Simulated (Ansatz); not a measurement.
# FeSi (CsCl type): how the settings move a single-point run

How sensitive is a single-point run of FeSi (CsCl type) to its settings? A reference run comes first, then one run with altered input.

Computed with Ansatz 0.2.0 (reference: DFT, LDA, all-electron PAW with datasets made for the crystal, scalar-relativistic, unless a step's input says otherwise).

**1. Starting point**

The structure is cubic, space group Pm-3m (No. 221). The conventional cell has a = 2.150 Å, b = 2.150 Å, c = 2.150 Å, α = 90.00°, β = 90.00°, γ = 90.00°. Fe (site symmetry m-3m) is surrounded by 8 Si at 1.86 Å. Si (site symmetry m-3m) is surrounded by 8 Fe at 1.86 Å.

Coordinates:

```
CELL_PARAMETERS angstrom
2.14972 0.00000 0.00000
0.00000 2.14972 0.00000
0.00000 0.00000 2.14972
ATOMIC_POSITIONS crystal
Fe 0.00000 0.00000 0.00000
Si 0.50000 0.50000 0.50000
```

**2. Baseline**

input.yaml

```yaml
crystal:
  lattice:
    - [2.1497157665, 0.0, 0.0]
    - [0.0, 2.1497157665, 0.0]
    - [0.0, 0.0, 2.1497157665]
  atoms:
    - { symbol: Fe, position: [0.0, 0.0, 0.0], spin: 2.5 }
    - { symbol: Si, position: [0.5, 0.5, 0.5] }
magnetization:
  spin_polarized: true
kpoints:
  mp_grid: { grid: [14, 14, 14] }
scf:
  occupations: { method: fermi_dirac, width: 0.08 }
hamiltonian:
  xc: lda
  pseudopotentials: { kind: all_electron, datasets: crystal }
output:
  forces: true
  stress: true
  eigenvalues: true
```

The run is started by

```
ansatz run input.yaml --threads 1 --pin off --max-ram 3072MiB --backend cpu --events-out ev --progress --plain --runs-dir out
```

**3. Changed: mp_grid.shift [0.5, 0.5, 0.5]**

Edit input.yaml of step 2 so:

```diff
@@ -11,3 +11,3 @@
 kpoints:
-  mp_grid: { grid: [14, 14, 14] }
+  mp_grid: { grid: [14, 14, 14], shift: [0.5, 0.5, 0.5] }
 scf:
```

**Question.** What will these runs give? Wanted: for each run, ending; energy change; pressure; gap; force.

As calculated:

| run | ending | energy change | pressure (GPa) | gap (eV) | force (eV/Å) | cycles | time |
| --- | --- | --- | --- | --- | --- | --- | --- |
| reference | converged | 0 | 853.6 | 0.00 | 0.00 | 9 | 38 s |
| 1: mp_grid.shift [0.5, 0.5, 0.5] | converged | +0.9 meV/atom | 853.7 | 0.00 | 0.00 | 9 | 27 s |

Residual by cycle in the longest SCF loop of each run; runs are numbered as in the table. The quantity is the density residual dr2, in eV.

| cycle | reference | run 1 |
| --- | --- | --- |
| 1 | 0.0096 | 0.00961 |
| 2 | 0.00529 | 0.00529 |
| 3 | 0.00191 | 0.0019 |
| 4 | 0.0012 | 0.00129 |
| 5 | 5.7e-4 | 6.7e-4 |
| 6 | 9.5e-5 | 1.2e-4 |
| 7 | 1.4e-5 | 2.1e-5 |
| 8 | 5.5e-7 | 8.7e-7 |
| 9 | 7.5e-9 | 1.3e-8 |

Changing the k-point mesh moves the energy by +0.9 meV/atom. The energy is not variational in the mesh, so the sign tells nothing. The structure is not at rest: the sound run finds 854 GPa, so these are no properties of the relaxed crystal. 
